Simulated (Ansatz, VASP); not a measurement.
# GaP: VASP beside Ansatz, part 2 of 2

Aim: how closely do two programs agree when they are given the same cell, functional and k mesh? The cell is a member of a volume series, scaled by 0.985 from a relaxed one, so a pressure remains. Other levels of theory on this material are compared in a session of their own.

VASP 6.6.1 and Ansatz 0.2.0.

So far, gap on the k-mesh (eV): step 4 (side by side) 1.63.

## Step 5: Ansatz: single point, PBEsol with D3(BJ), volume scaled by 1.015

Level of this step: Ansatz beside VASP: Kohn-Sham DFT, plane waves, PBEsol with D3(BJ) (Ansatz).

With cell and atoms fixed, the geometry can't cause a difference; cores, projectors, grids and the points listed under the comparison can. The cell compared in this pair holds 39.70 Å³, against 41.05 Å³ for the pair before.

The cell is a member of a volume series, scaled by 1.015 from a relaxed one, so a pressure remains.

input.yaml reads:

```yaml
crystal:
  lattice:
    - [0.0, 2.70758654, 2.70758654]
    - [2.70758654, 0.0, 2.70758654]
    - [2.70758654, 2.70758654, 0.0]
  atoms:
    - { symbol: Ga, position: [0.0, 0.0, 0.0] }
    - { symbol: P, position: [0.75, 0.75, 0.75] }
hamiltonian:
  xc: pbesol
  pseudopotentials: { kind: paw }
  dispersion: d3bj
kpoints:
  mp_grid: { grid: [8, 8, 8] }
scf:
  occupations: { method: gaussian, width: 0.03 }
  n_extra_bands: 4
output:
  forces: true
  stress: true
  eigenvalues: true
```

Launch:

```sh
$ ansatz run input.yaml --threads 2 --pin off --max-ram 4608MiB --backend cpu --events-out ev --progress --plain --runs-dir out
```

Numbers of over 12 decimals in the logs are rounded to 6 here.

The program printed:

```text
[...]
Crystal: 2 atoms, lattice volume = 39.699 Å³
Basis set: ecut = 420 eV, 749 PW (Γ), exchange–correlation on 54×54×54 points (8 copies of the dense FFT grid, shifted against one another)
Bands: 13, of which v1, the nominal top of the filled ones, is band 9 counted from 1 (8 counted from 0)
Symmetry: 24 space group operations
[...]
k-points: 29 of 512 (time reversal used)
[...]
--- Band table (eV; the first three rows and the last of 29) ---
  k-point 0: bands = [... 5 lower, -5.4252, 7.2441, 7.2441, 7.2441, 9.1479, 11.0560, 11.0560, 11.0560]
  k-point 1: bands = [... 5 lower, -5.2164, 5.5874, 7.0033, 7.0033, 9.7270, 11.4175, 11.4175, 11.6767]
  k-point 2: bands = [... 5 lower, -4.6242, 3.2867, 6.5545, 6.5545, 9.3822, 11.9283, 11.9283, 13.5943]
  k-point 28: bands = [... 5 lower, -2.2342, 0.5653, 3.5230, 3.6720, 11.8442, 12.1521, 13.2607, 13.3095]
[key lines of the parts left out:]
SCF converged after 6 iterations
Free energy (F): -4484.626739 eV
Fermi energy:    7.980619 eV
P = ⅓ Tr σ = -1.1676 GPa (-11.676 kbar)
```

The job ended after 0.89 s (2 threads of Arm Neoverse V2, shared host; peak memory 0.29 GiB; 1.6 s of CPU time).

The run ends at a pressure of -1.17 GPa.

## Step 6: VASP: single point, PBEsol with D3(BJ), volume scaled by 1.015

The same cell, functional, mesh and smearing now go to VASP, with its own data sets and cutoff.

The input asks for a relaxation, which ended at its first step since no free force or stress exceeded the threshold; so it serves as a single point.

INCAR reads:

```
SYSTEM = GaP
PREC = Accurate
ENCUT = 450
EDIFF = 1E-06
NELM = 100
ISMEAR = 0
SIGMA = 0.03
LREAL = .FALSE.
ALGO = Normal
GGA = PS
IVDW = 12
NBANDS = 15
LORBIT = 11
LWAVE = .FALSE.
LCHARG = .FALSE.
KPAR = 2
IBRION = 2
NSW = 30
ISIF = 4
EDIFFG = -0.01
```

POSCAR reads:

```
GaP
1.0
    0.0000000000      2.7075865390      2.7075865390
    2.7075865390      0.0000000000      2.7075865390
    2.7075865390      2.7075865390      0.0000000000
Ga P
1 1
Direct
    0.0000000000      0.0000000000      0.0000000000
    0.7500000000      0.7500000000      0.7500000000
```

KPOINTS reads:

```
Automatic mesh
0
Gamma
8 8 8
0 0 0
```

PAW data sets: Ga_d and P (PBE family, release 64).

Launch:

```sh
$ mpirun -np 2 vasp_std
```

The program printed:

```text
[banner, memory and clock lines left out]
running    2 mpi-ranks, on    1 nodes
[...]
|                                                                             |
|               ----> ADVICE to this user running VASP <----                  |
|                                                                             |
|     You enforced a specific xc type in the INCAR file but a different       |
|     [... a line on the potential file left out ...]
|     I HOPE YOU KNOW WHAT YOU ARE DOING!                                     |
|                                                                             |

 LDA part: xc-table for (Slater+PW92), standard interpolation
 POSCAR, INCAR and KPOINTS ok, starting setup
[...]
entering main loop
       N       E                     dE             d eps       ncg     rms          rms(c)
DAV:   1     0.744043646639E+02    0.74404E+02   -0.87548E+03   894   0.159E+03
DAV:   2    -0.456041704445E+01   -0.78965E+02   -0.75479E+02   961   0.297E+02
DAV:   3    -0.101268022646E+02   -0.55664E+01   -0.55466E+01  1101   0.648E+01
DAV:   4    -0.102099083871E+02   -0.83106E-01   -0.83079E-01  1050   0.856E+00
[...]
DAV:  10    -0.991956950034E+01   -0.19272E-04   -0.58938E-05  1328   0.829E-02    0.265E-02
DAV:  11    -0.991959490262E+01   -0.25402E-04   -0.26344E-05  1038   0.548E-02    0.561E-03
DAV:  12    -0.991959485120E+01    0.51416E-07   -0.97681E-07   800   0.131E-02
   1 F= -.10493182E+02 E0= -.10493182E+02  d E =-.104932E+02
[...]
reached required accuracy - stopping structural energy minimisation
```

OUTCAR, selected parts (step 6):

```text
 Edisp (eV)   -0.57359

  Total      -0.33705    -0.33705    -0.33705     0.00000    -0.00000     0.00000
  in kB     -13.60261   -13.60261   -13.60261     0.00000    -0.00000     0.00000
  external pressure =      -13.60 kB  Pullay stress =        0.00 kB

 POSITION                                       TOTAL-FORCE (eV/Angst)
 -----------------------------------------------------------------------------------
      0.00000      0.00000      0.00000        -0.000000      0.000000     -0.000000
      4.06138      4.06138      4.06138         0.000000     -0.000000      0.000000
 -----------------------------------------------------------------------------------
    total drift:                               -0.000000     -0.000000     -0.000001

  FREE ENERGIE OF THE ION-ELECTRON SYSTEM (eV)
  ---------------------------------------------------
  free  energy   TOTEN  =       -10.4931823087 eV

  energy  without entropy=      -10.4931823087  energy(sigma->0) =      -10.49318231

[... 2 parts as in an earlier step ...]

[... 2 further parts left out ...]
[key lines of the parts left out:]
E-fermi :   4.9557
```

## Step 7: Comparison

What differs besides the data sets and the points named for the pairs above, as far as they apply: Ansatz makes its cores anew for this functional, VASP keeps those of its PBE data sets. Total energies have different zeros and are not compared.

The two programs side by side:

```
              quantity  Ansatz   VASP  difference
        pressure (GPa)   -1.17  -1.36       +0.19
gap on the k mesh (eV)   1.473  1.476      -0.003
```

A gap on the mesh is an upper bound, since the band edges may lie between its points. Ansatz's pressure holds a Pulay correction of 0.04 GPa; VASP's holds none.

## Step 8: Summary of results

| Property | Result |
| --- | --- |
| difference in gap on the k mesh (single point, PBE, volume scaled by 0.985) | 0.0045 eV |
| difference in gap on the k mesh (single point, PBEsol with D3(BJ), volume scaled by 1.015) | -0.0033 eV |

The difference in gap on the k mesh is 0.0045 eV (single point, PBE, volume scaled by 0.985), within the 0.08 eV picked in this series as the mark of a large difference. 5 further runs of this series are not shown here. Such differences can come from data sets, numerical settings and the points named under the comparisons, not from the functional's error against experiment.

[Lines on the potential files, build, host, timing and source positions are cut from VASP's logs without a mark.]

[Logs are printed without paths, hosts, clocks, repeated set-up lines and the standing remarks that a program may print on its own settings, such as how far it seeks lower states.]

[Hosts, paths, dates, database ids (printed as entryN), source tags and the programs' standing remarks are cut or masked in the printed files.]
